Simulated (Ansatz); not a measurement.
# Tb (R-3m) in Ansatz: reference runs

Aim: a first look at Tb with PBE, on the cell as given.

Everything below comes from runs of Ansatz 0.2.0. Logs are shortened: lines on timing, memory, paths and dates and some standing lists are left out, and cuts for length are marked.

## (1) The structure

It takes space group R-3m (No. 166, trigonal). Conventional cell: a = 3.607 Å, b = 3.607 Å, c = 25.764 Å, α = 90.00°, β = 90.00°, γ = 120.00°. Around Tb (site symmetry 3m) lie 12 Tb at 3.52 to 3.61 Å. Tb (site symmetry -3m) is surrounded by 12 Tb at 3.55 to 3.61 Å.

This isn't the form of Tb at room conditions, which is hcp.

## (2) Single point, PBE, collinear spin, ferromagnetic start

File input.yaml:

```yaml
crystal:
  lattice:
    - [1.8035508965, 1.0412805956, 8.5881092433]
    - [-1.8035508965, 1.0412805956, 8.5881092433]
    - [0.0, -2.0825611912, 8.5881092433]
  atoms:
    - { symbol: Tb, position: [0.22183269, 0.22183269, 0.22183269], spin: 6.0 }
    - { symbol: Tb, position: [0.77816731, 0.77816731, 0.77816731], spin: 6.0 }
    - { symbol: Tb, position: [0.0, 0.0, 0.0], spin: 6.0 }
hamiltonian:
  xc: pbe
  pseudopotentials: { kind: paw }
magnetization:
  spin_polarized: true
kpoints:
  mp_grid: { grid: [9, 9, 9] }
scf:
  occupations: { method: fermi_dirac, width: 0.05 }
output:
  forces: true
  stress: true
  eigenvalues: true
  write_density: true
  write_potential: true
  elf: true
  volumetric_format: npy
```

Potentials or basis: Ansatz PAW.

Command:

```
$ ansatz run input.yaml --threads 2 --pin off --max-ram 5120MiB --backend cpu --events-out ev --progress --plain --runs-dir out
```

The program printed:

```text
Warning: RAYON_NUM_THREADS=2 ignored (pool sized by the plan → 2); use --threads N
basis.fft_grid_basis auto: the FFT boxes are laid along the combinations [[1, -1, 0], [0, 1, 0], [0, -1, 1]] of the cell's own vectors, 3.607, 8.837 and 3.607 Å long. The dense box has 25×60×25 points. Along the cell's own vectors, as sized, it would have 60×60×60, 5.76 times as many. Of the 12 symmetry operations that the crystal satisfies within crystal.symmetry.tolerance (time reversal apart; of a slab, those that keep its plane) the dense box along the cell's own vectors carries 12, and the one as laid loses 8 of those. basis.fft_grid_basis: typed keeps the cell's own vectors: state it where this run's energies or levels are differenced outside the engine with another run's, or held beside a run that keeps those vectors. Those combinations have planes normal to reciprocal vector 3, as the cell's own vectors have. Each planar average written beside output.write_density, output.write_potential has a row for each plane of the box: 25. The volumetric files lie along those combinations, not along the cell's own vectors: a cube or XSF file states them, and fields.json those of NumPy files.
Engine: ansatz 0.2.0, aarch64-unknown-linux-gnu
Pseudopotentials: kind: paw
Pseudopotential: Tb, paw, valence charge 19, recommended cutoff 420 eV (normal), Tb.paw.azcp
Functional definition: PBE
  parameter kappa = 0.804
  parameter beta = 0.06672455060314922
  exchange = pbe_x(kappa = kappa, mu = beta*pi^2/3)
  correlation = pbe_c(beta = beta)
Crystal: 3 atoms, lattice volume = 96.771 Å³
Basis set: ecut = 420 eV, 1853 PW (Γ), FFT grids on a1−a2, a2, −a2+a3, exchange–correlation on 50×120×50 points (8 copies of the dense FFT grid, shifted against one another)
Bands: 45, of which v1, the nominal top of the filled ones, is band 29 counted from 1 (28 counted from 0)
Symmetry: 12 space group operations
Space group: R-3m (ITA 166), of the structure as read, at distance tolerance 4.6e-5 Å
Magnetic group: BNS 166.97 (UNI 1327), of the structure as read, at distance tolerance 4.6e-5 Å
k-points: 85 of 729
Non-local potential: Tb, projectors of the file, l = 0: 3, l = 1: 2, l = 2: 2, l = 3: 3
PAW form: soft (Blöchl's): semilocal exchange-correlation on the pseudo side does not see the compensation charge
PAW one-centre angular grid: Tb, 590 points (default); XC on 64 Gauss nodes
Initial density: superposition of atomic densities (chi_scale 0.1, normalization cell)
Starting moments: Σ|m| = 18 μB on 3 of 3 sites
Initial wavefunctions: pseudopotential atomic-orbital guess
Functional: x = pbe(κ = 0.804, μ = 0.2195149727645171), c = pbe(β = 0.06672455060314922)
iter 1 solved again at ethr=1.78e-3 eV; its pass at ethr=3.10e-3 eV (dr2=1.02e0 eV) is discarded
SCF iter   1: F=—  HF=-29830.166036 eV  |F-HF|=—  |Δ(HF+E_count)|=         —  Δρ=3.43e-2 (↑5.53e-3 ↓3.43e-2)  dr2=1.02e0  dr2_m=2.64e-1  M=17.820 μB ∫|m|=17.820 μB  β_m=0.30  ethr=1.78e-3  ⟨swp⟩=1.0  Hψ=34330  notcnv=0
Mixer restart at iter 1: flushing history
preconditioner: auto → Kerker (q_TF=auto, 2.498 Å⁻¹)  [metal: Δε(μ)=0.002 eV  Ē_g=10.515 eV  σ=0.050 eV  W_gap=0.01  n_scr=30 (ndim 8)  ℏωp=27.0 eV  f_vac=0.000  D(μ)=31.35/eV (n_scr^D=758)]
[... 24 lines left out ...]
SCF converged after 23 iterations
Magnetization: 17.8879 μB (37.4440 up, 19.5560 down)
Absolute magnetization: 17.8958 μB (∫|ρ↑−ρ↓|, with the PAW one-centre terms)
Spin contamination: 0.1890 ħ² per cell (⟨S²⟩ above its minimum at these occupations)
Per-site moments (μB) at R_I (Å): [(5.906277629352209, 1.4535935886427702), (5.90627762935221, 1.4535935886427702), (5.887352012568594, 1.4636306346124461)]
Free energy (F): -29831.102681 eV
Harris-Foulkes:  -29831.102681 eV  (|F-HF|=1.74e-8)
Internal energy: -29830.974783 eV  (E = F + TS)
E sigma→0 (E₀):  -29831.038732 eV
Entropy (-TS):   -0.127898 eV (-42.633 meV/atom)
Fermi energy:    12.253585 eV
--- Per-component energies (eV) ---
  E_band       = -57.858616
  E_kinetic    = 1056.303322
  E_local      = -8543.783446  (includes V_loc(G=0)·N_el)
  E_nonlocal   = 1997.740631
  E_hartree    = 3447.820959
  E_xc         = -566.144300
  E_vxc        = -612.852477  (∫ρ·V_xc dr)
  E_paw        = -20149.303096  (= ΣΔE_a)
  E_vpaw       = -850.910709  (= ΣTr[D̂ρ^β])
  E_aug_tail   = -0.000015  (compensation charges beyond the density's cutoff)
  E_ewald      = -7073.608837
  E_smearing   = -0.127898  (= −TS)
  E_closure    = -0.000000  (closes the sum)
  Σ components = -29831.102681   (vs F -29831.102681, Δ=0.00e0)
--- Forces (eV/Å), atoms counted from 1 ---
  atom   1  Tb     0.00000000     0.00000000     0.03850311
  atom   2  Tb     0.00000000    -0.00000000    -0.03850311
  atom   3  Tb     0.00000000     0.00000000     0.00000000
  max |Σ_I F_I| component: 5.05e-29 eV/Å
--- Stress (GPa, compression-positive) ---
       -0.531391       0.000000       0.000000
        0.000000      -0.531391       0.000000
        0.000000       0.000000       0.460590
  P = ⅓ Tr σ = -0.2007 GPa (-2.007 kbar)
--- Band table (eV; the first three rows and the last of 170) ---
  k-point 0 ↑: bands = ["-33.8635", "-33.8154", "-33.7964", "-10.6991", "-10.6918", "-10.2587", "-10.2587", "-10.2403", "-10.2403", "-10.1652", "-10.1652", "-10.1308", "7.3104", "8.0143", "8.0362", "8.0362", "8.0536", "8.0536", "8.0795", "8.0795", "8.1372", "8.1372", "8.1411", "8.1425", "8.1425", "8.1773", "8.1789", "8.1789", "8.1801", "8.3602", "8.3980", "8.7303", "8.7481", "8.8528", "9.5992", "9.6076", "13.0113", "13.0581", "13.7970", "13.7970", "14.0663", "14.0663", "14.2937", "14.4335", "14.4335"]
  k-point 1 ↑: bands = ["-33.8580", "-33.8121", "-33.7931", "-10.7080", "-10.6663", "-10.3124", "-10.2806", "-10.2754", "-10.2561", "-10.2274", "-10.1734", "-10.1430", "7.6056", "8.0186", "8.0340", "8.0404", "8.0540", "8.0567", "8.0746", "8.0844", "8.1234", "8.1262", "8.1348", "8.1387", "8.1418", "8.1648", "8.1691", "8.1694", "8.1788", "8.3699", "8.4070", "8.7376", "8.7553", "8.8607", "9.7732", "9.9696", "12.6895", "12.7913", "13.5374", "13.6780", "14.0263", "14.3258", "14.3387", "14.5977", "14.6108"]
  k-point 2 ↑: bands = ["-33.8437", "-33.8034", "-33.7853", "-10.7030", "-10.6615", "-10.4440", "-10.3726", "-10.3544", "-10.3158", "-10.2957", "-10.1957", "-10.1767", "8.0254", "8.0314", "8.0500", "8.0587", "8.0633", "8.0648", "8.0953", "8.0981", "8.1027", "8.1210", "8.1266", "8.1293", "8.1356", "8.1463", "8.1606", "8.1788", "8.3860", "8.3984", "8.4521", "8.7581", "8.7727", "8.8802", "10.2393", "10.7118", "12.1783", "12.2847", "12.9070", "13.3185", "14.0044", "14.3039", "14.3798", "14.8593", "15.0877"]
  k-point 84 ↓: bands = ["-31.2824", "-31.2551", "-31.2033", "-9.0580", "-8.5118", "-8.4872", "-8.4449", "-8.4040", "-8.3151", "-8.3128", "-8.3034", "-8.2816", "8.7162", "8.8257", "10.8287", "11.8764", "12.0544", "12.0610", "12.1457", "12.2201", "12.3644", "12.4022", "12.4178", "12.5161", "12.5308", "12.5481", "12.5580", "12.8979", "12.9008", "12.9779", "12.9802", "13.0338", "13.0440", "13.0543", "13.0957", "13.1042", "13.7383", "13.9948", "14.1551", "14.2874", "14.7531", "14.7546", "14.9650", "15.0737", "15.2829"]
```

It took 80 s on 2 threads of Arm Neoverse V1, shared host; peak memory 0.77 GiB.

What came out:

| Item | Value |
| --- | --- |
| Free energy | -29831.1027 eV |
| Pressure | -0.2 GPa |
| Band gap on the k mesh | none (metal or under the smearing width) |
| Net moment | 17.89 μB per cell |
| Absolute moment | 17.90 μB per cell |
| Site moments | Tb +5.91, +5.89 μB |

Caveat: the magnetic or orbital state may not be the lowest; spin-orbit coupling is left out, which moves the levels of the heavy elements.
